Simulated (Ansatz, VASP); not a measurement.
CdTe: VASP beside Ansatz

The input POSCAR:

```
CdTe
1.0
    4.8840757712      0.0000000000      0.0000000000
   -2.4420378856      4.2297336918      0.0000000000
    0.0000000000      0.0000000000      6.6222457098
Cd Te
2 2
Direct
    0.3333333333      0.6666666667      0.2500000000
    0.6666666667      0.3333333333      0.7500000000
    0.6666666667      0.3333333333      0.2500000000
    0.3333333333      0.6666666667      0.7500000000
```

The input INCAR.step1:

```
  PREC = Accurate
  ENCUT = 520
  ISMEAR = -1
  SIGMA = 0.02
  LREAL = False
  LASPH = True
  NELM = 60
  NBANDS = 26
  GGA = PE
  ALGO = Normal
  EDIFF = 1E-4
  LWAVE = True
  LCHARG = False
```

The input INCAR.step2:

```
  PREC = Accurate
  ENCUT = 520
  EDIFF = 1E-7
  ISMEAR = -1
  SIGMA = 0.02
  LREAL = False
  LASPH = True
  NELM = 60
  ALGO = Normal
  ISIF = 2
  LWAVE = False
  LCHARG = False
  METAGGA = R2SCAN
  LMIXTAU = True
  NBANDS = 26
  ISTART = 1
```

Contents of KPOINTS:

```
Automatic mesh
0
Gamma
  6 6 4
```

Input for Ansatz:

```yaml
crystal:
  lattice:
    - [4.8840757712, 0.0, 0.0]
    - [-2.4420378856, 4.2297336918, 0.0]
    - [0.0, 0.0, 6.6222457098]
  atoms:
    - { symbol: Cd, position: [0.3333333333, 0.6666666667, 0.25] }
    - { symbol: Cd, position: [0.6666666667, 0.3333333333, 0.75] }
    - { symbol: Te, position: [0.6666666667, 0.3333333333, 0.25] }
    - { symbol: Te, position: [0.3333333333, 0.6666666667, 0.75] }
kpoints:
  mp_grid: { grid: [6, 6, 4] }
  band_path:
    path:
      - [0.0, 0.0, 0.0]
      - [0.5, 0.0, 0.0]
      - [0.3333333333, 0.3333333333, 0.0]
      - [0.0, 0.0, 0.5]
      - [0.5, 0.0, 0.5]
      - [0.3333333333, 0.3333333333, 0.5]
      - [0.1, 0.0, 0.0]
      - [0.0, 0.0, 0.1]
    npoints: 1
hamiltonian:
  xc: r2scan
scf:
  occupations: { method: fermi_dirac, width: 0.02 }
  n_extra_bands: 5
output:
  forces: true
  stress: true
  eigenvalues: true
```

Alike in both runs: task single point; functional r2SCAN; k mesh 6 × 6 × 4; occupations fermi-dirac, width 0.02 eV; no spin polarisation.

|  | VASP | Ansatz |
| --- | --- | --- |
| version | VASP 6.6.1 | Ansatz 0.2.0 |
| potentials or method | VASP PAW PBE potentials, release 64 (Cd, Te) | plane waves, PAW |
| plane-wave cutoff (eV) | 520 | 500 |
| valence electrons in the cell | 36 | 72 |

```tsv
	VASP	Ansatz	Ansatz less VASP
pressure (GPa)	0.1	0.0	-0.13
```

The two sets of potentials don't hold the same shells in valence.

Caveats: the PAW data sets were made with another functional, which shifts forces and pressure a little (VASP); spin-orbit coupling is left out, which moves the levels of the heavy elements.
